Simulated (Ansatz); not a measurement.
The system is Cr.

```xyz
2
Lattice="2.7140 0.0000 0.0000 -1.3570 2.3504 0.0000 0.0000 0.0000 4.4100" Properties=species:S:1:pos:R:3 pbc="T T T"
Cr    1.3570    0.7835    3.3075
Cr    0.0000    1.5669    1.1025
```

This isn't the form of Cr at room conditions, which is bcc.

Base run:

```yaml
Program: Ansatz 0.2.0
Functional: PBE
Potentials_or_basis: Ansatz PAW
Cutoff: "420 eV (not typed: the program's choice for these potentials)"
k_mesh: 9 × 9 × 5
Occupations: fermi-dirac, width 0.05 eV
Spin: collinear spin, ferromagnetic start
Starting_moments: "[3.0, 3.0] μB"
Fixed_moment: 6 μB
```

Its results: pressure 7.2 GPa; site moments Cr +2.71 μB.

Task: The run is repeated on the same cell with these changes: fixed moment from 6 μB to 3 μB; moments at the start from [3.0, 3.0] to [1.5, 1.5]. What comes out?

Result: Pressure -20.2 GPa; site moments Cr +1.38 μB.

Caveats: the total moment is fixed, so each spin has its own Fermi level; the thresholds are loose for stress.
